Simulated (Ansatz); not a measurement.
Zincblende BP, relaxed with r2SCAN in the PAW code Ansatz. Space group F-43m (No. 216), cubic; a = 4.537 Å in the conventional setting, 11.67 Å³ an atom. B is surrounded by 4 P at 1.96 Å; P is surrounded by 4 B at 1.96 Å.

The axes x, y and z are those of this cell:
```
CELL_PARAMETERS angstrom
0.00000 2.26832 2.26832
2.26832 0.00000 2.26832
2.26832 2.26832 0.00000
ATOMIC_POSITIONS crystal
B 0.00000 0.00000 0.00000
P 0.25000 0.25000 0.25000
```

Unstrained: PBE gives an indirect gap of 1.238 eV, from Γ to Γ–X (0.83 of the way from Γ); the least direct gap is 3.405 eV at Γ. With r2SCAN the valence top lies at Γ and the conduction bottom at Γ–X (0.83 of the way from Γ), 1.410 eV higher; the smallest vertical gap, at Γ, is 3.602 eV. With HSE06 the valence top lies at Γ and the conduction bottom at Γ–X (0.83 of the way from Γ), 1.964 eV higher; the smallest vertical gap, at Γ, is 4.344 eV. Meshes: PBE 10×10×10, r2SCAN 10×10×10, HSE06 6×6×6. Strains are changes of length per length. After each strain the atoms were relaxed again with r2SCAN within the symmetry that the strain leaves, so tilts or polar shifts that break it weren't tested; points keep the names that they have in the unstrained zone. Calculated for a static, non-magnetic cell.

(1) Apply isotropic +3.0 % on every length. How far does the gap move, against the unstrained cell?

(2) Apply isotropic -3.0 % on every length. How far does the gap move, against the unstrained cell?

(3) Estimate what isotropic +4.0 % on every length does to the gap.

(4) Apply isotropic +1.0 % on every length. How far does the gap move, against the unstrained cell?

(5) Apply isotropic +2.0 % on every length. How far does the gap move, against the unstrained cell?

(6) Apply isotropic -1.0 % on every length. How far does the gap move, against the unstrained cell?

(7) Apply isotropic -2.0 % on every length. How far does the gap move, against the unstrained cell?

(8) Apply isotropic -4.0 % on every length. How far does the gap move, against the unstrained cell?

(9) Order the strained cells by their HSE06 gap, smallest first.
A. isotropic +1.0 % on every length
B. isotropic +4.0 % on every length
C. isotropic -3.0 % on every length
D. isotropic -4.0 % on every length
E. isotropic +3.0 % on every length
F. isotropic +2.0 % on every length
G. isotropic -1.0 % on every length
H. isotropic -2.0 % on every length

Answers

(1) PBE: the gap goes from 1.238 to 1.358 eV (+0.120 eV); the edges go from Γ → Γ–X (0.83) to Γ → Γ–X (0.81). r2SCAN: the gap goes from 1.410 to 1.528 eV (+0.118 eV); the edges go from Γ → Γ–X (0.83) to Γ → Γ–X (0.81). HSE06: the gap goes from 1.964 to 2.081 eV (+0.117 eV); the edges go from Γ → Γ–X (0.83) to Γ → Γ–X (0.81). The r2SCAN energy rises by 46.1 meV an atom.

(2) PBE: the gap goes from 1.238 to 1.098 eV (-0.140 eV); the edges go from Γ → Γ–X (0.83) to Γ → Γ–X (0.85). r2SCAN: the gap goes from 1.410 to 1.272 eV (-0.138 eV); the edges go from Γ → Γ–X (0.83) to Γ → Γ–X (0.85). HSE06: the gap goes from 1.964 to 1.827 eV (-0.137 eV); the edges go from Γ → Γ–X (0.83) to Γ → Γ–X (0.85). The r2SCAN energy rises by 54.3 meV an atom.

(3) PBE: the gap goes from 1.238 to 1.394 eV (+0.156 eV); the edges go from Γ → Γ–X (0.83) to Γ → Γ–X (0.81). r2SCAN: the gap goes from 1.410 to 1.563 eV (+0.153 eV); the edges go from Γ → Γ–X (0.83) to Γ → Γ–X (0.81). HSE06: the gap goes from 1.964 to 2.115 eV (+0.151 eV); the edges go from Γ → Γ–X (0.83) to Γ → Γ–X (0.81). The r2SCAN energy rises by 79.7 meV an atom.

(4) PBE: the gap goes from 1.238 to 1.279 eV (+0.041 eV); the edges go from Γ → Γ–X (0.83) to Γ → Γ–X (0.82). r2SCAN: the gap goes from 1.410 to 1.452 eV (+0.042 eV); the edges go from Γ → Γ–X (0.83) to Γ → Γ–X (0.82). HSE06: the gap goes from 1.964 to 2.005 eV (+0.041 eV); the edges go from Γ → Γ–X (0.83) to Γ → Γ–X (0.82). The r2SCAN energy rises by 5.4 meV an atom.

(5) PBE: the gap goes from 1.238 to 1.320 eV (+0.082 eV); the edges go from Γ → Γ–X (0.83) to Γ → Γ–X (0.81). r2SCAN: the gap goes from 1.410 to 1.491 eV (+0.081 eV); the edges go from Γ → Γ–X (0.83) to Γ → Γ–X (0.81). HSE06: the gap goes from 1.964 to 2.044 eV (+0.080 eV); the edges go from Γ → Γ–X (0.83) to Γ → Γ–X (0.81). The r2SCAN energy rises by 21.1 meV an atom.

(6) PBE: the gap goes from 1.238 to 1.194 eV (-0.044 eV). r2SCAN: the gap goes from 1.410 to 1.367 eV (-0.043 eV). HSE06: the gap goes from 1.964 to 1.921 eV (-0.043 eV). The r2SCAN energy rises by 5.7 meV an atom.

(7) PBE: the gap goes from 1.238 to 1.147 eV (-0.091 eV); the edges go from Γ → Γ–X (0.83) to Γ → Γ–X (0.84). r2SCAN: the gap goes from 1.410 to 1.321 eV (-0.089 eV); the edges go from Γ → Γ–X (0.83) to Γ → Γ–X (0.84). HSE06: the gap goes from 1.964 to 1.875 eV (-0.089 eV); the edges go from Γ → Γ–X (0.83) to Γ → Γ–X (0.84). The r2SCAN energy rises by 23.4 meV an atom.

(8) PBE: the gap goes from 1.238 to 1.047 eV (-0.191 eV); the edges go from Γ → Γ–X (0.83) to Γ → Γ–X (0.87). r2SCAN: the gap goes from 1.410 to 1.220 eV (-0.190 eV); the edges go from Γ → Γ–X (0.83) to Γ → Γ–X (0.87). HSE06: the gap goes from 1.964 to 1.776 eV (-0.188 eV); the edges go from Γ → Γ–X (0.83) to Γ → Γ–X (0.87). The r2SCAN energy rises by 99.2 meV an atom.

(9) D (1.78 eV), C (1.83 eV), H (1.88 eV), G (1.92 eV), A (2.00 eV), F (2.04 eV), E (2.08 eV), B (2.11 eV).

Where an edge lies off the special points, it is a point of the mesh or the k point where a search put PBE's edge or least direct gap, reused for the other functionals, whose own edges may lie a little apart.

The meshes of the hybrids are coarse, so their gaps aren't converged to the digits shown.
